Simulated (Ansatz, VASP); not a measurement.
**NaH in VASP and in Ansatz**

POSCAR

```
NaH
1.0
    4.0308165446      0.0000000000      0.0000000000
   -2.0154082723      3.4907895256      0.0000000000
    0.0000000000      0.0000000000      4.9229887536
Na H
2 2
Direct
    0.3333333333      0.6666666667     -0.0624996803
    0.6666666667      0.3333333333      0.4375003197
    0.3333333333      0.6666666667      0.4374996803
    0.6666666667      0.3333333333      0.9374996803
```

Contents of INCAR.step1:

```
SYSTEM = NaH
ALGO = Normal
EDIFF = 1E-4
ENCUT = 520
GGA = PE
ISMEAR = 0
LASPH = .True.
LCHARG = .False.
LREAL = .False.
LWAVE = .True.
NBANDS = 16
NELM = 80
PREC = Accurate
SIGMA = 0.01
```

The input INCAR.step2:

```
SYSTEM = NaH
ALGO = Normal
EDIFF = 1E-6
ENCUT = 520
ISIF = 2
ISMEAR = 0
ISTART = 1
LASPH = .True.
LCHARG = .False.
LMIXTAU = .True.
LREAL = .False.
LWAVE = .False.
METAGGA = R2SCAN
NBANDS = 16
NELM = 80
PREC = Accurate
SIGMA = 0.01
```

The input KPOINTS:

```
k-points
0
Gamma
  6 6 4
  0 0 0
```

Input for Ansatz:

```yaml
crystal:
  lattice:
    - [4.0308165446, 0.0, 0.0]
    - [-2.0154082723, 3.4907895256, 0.0]
    - [0.0, 0.0, 4.9229887536]
  atoms:
    - { symbol: Na, position: [0.3333333333, 0.6666666667, -0.0624996803] }
    - { symbol: Na, position: [0.6666666667, 0.3333333333, 0.4375003197] }
    - { symbol: H, position: [0.3333333333, 0.6666666667, 0.4374996803] }
    - { symbol: H, position: [0.6666666667, 0.3333333333, 0.9374996803] }
kpoints:
  mp_grid: { grid: [6, 6, 4] }
hamiltonian:
  xc: r2scan
scf:
  occupations: { method: fixed }
  n_extra_bands: 5
output:
  forces: true
  stress: true
  eigenvalues: true
```

Alike in both runs: task single point; functional r2SCAN; k mesh 6 × 6 × 4; no spin polarisation.

|  | VASP | Ansatz |
| --- | --- | --- |
| version | VASP 6.6.1 | Ansatz 0.2.0 |
| potentials or method | VASP PAW PBE potentials, release 64 (Na_pv, H) | plane waves, PAW |
| plane-wave cutoff (eV) | 520 | 500 |
| occupations | gaussian, width 0.01 eV | fixed |
| valence electrons in the cell | 16 | 20 |

|  | VASP | Ansatz | Ansatz less VASP |
| --- | --- | --- | --- |
| gap on the k mesh at the Fermi level (eV) | 3.66 | 3.65 | -0.010 |
| pressure (GPa) | -1.3 | -1.0 | +0.22 |
| largest component of the traceless stress (GPa) | 0.07 | 0.05 | -0.014 |

The two sets of potentials don't hold the same shells in valence. Ansatz warned: «structure_snapped_to_symmetry».

Caveats: the PAW data sets were made with another functional, which shifts forces and pressure a little (VASP). A k mesh can miss the band edges. r2SCAN opens gaps a little over a GGA but as a rule still falls short of measured ones.
